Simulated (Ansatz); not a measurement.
# Pd: one input, then a changed one

The cell comes from COD entry 9008478, which wasn't checked; take it as a given geometry.

First run: DFT, PBE, PAW with Ansatz's default frozen-core files, fully relativistic files with spin-orbit coupling (Ansatz 0.2.0).

Command: `ansatz run input.yaml --threads 1 --pin off --max-ram 2048MiB --backend cpu --events-out ev --progress --plain --runs-dir out` The run took 18 s on 1 thread of Arm Neoverse V1, with other jobs on the host, peak memory 0.46 GiB.

```yaml
crystal:
  lattice:
    - [0.0, 1.9449, 1.9449]
    - [1.9449, 0.0, 1.9449]
    - [1.9449, 1.9449, 0.0]
  atoms:
    - { symbol: Pd, position: [0.0, 0.0, 0.0] }
kpoints:
  mp_grid: { grid: [18, 18, 18] }
  band_path:
    path:
      - [0.0, 0.0, 0.0]
      - [0.5, 0.0, 0.5]
      - [0.625, 0.25, 0.625]
      - [0.375, 0.375, 0.75]
      - [0.0, 0.0, 0.0]
      - [0.5, 0.5, 0.5]
      - [0.5, 0.25, 0.75]
      - [0.5, 0.0, 0.5]
    npoints: 5
scf:
  occupations: { method: fermi_dirac, width: 0.05 }
hamiltonian:
  xc: pbe
  pseudopotentials: { kind: paw_fr }
output:
  forces: true
  stress: true
  eigenvalues: true
  efg: { contact_densities: true }
  write_density: true
  write_potential: true
  elf: true
  volumetric_format: npy
magnetization:
  noncollinear: true
  spin_orbit: true
```

Result: converged; pressure 7.71 GPa; no gap on the k mesh; 7 SCF iterations.

Spin polarisation is left out, and whether a magnetic state lies lower isn't shown here.

The input is then changed:

```diff
@@ -36,3 +36,6 @@
   noncollinear: true
   spin_orbit: true
+basis:
+  ecutrho_ratio: 4
+  ecutwfc: "600 eV"
```

(1) Predict the outcome of the changed run.

Answers

(1) It converged; energy at zero smearing -2.8 meV/atom from the first run; pressure 7.67 GPa; no gap on the k mesh; 7 SCF iterations.
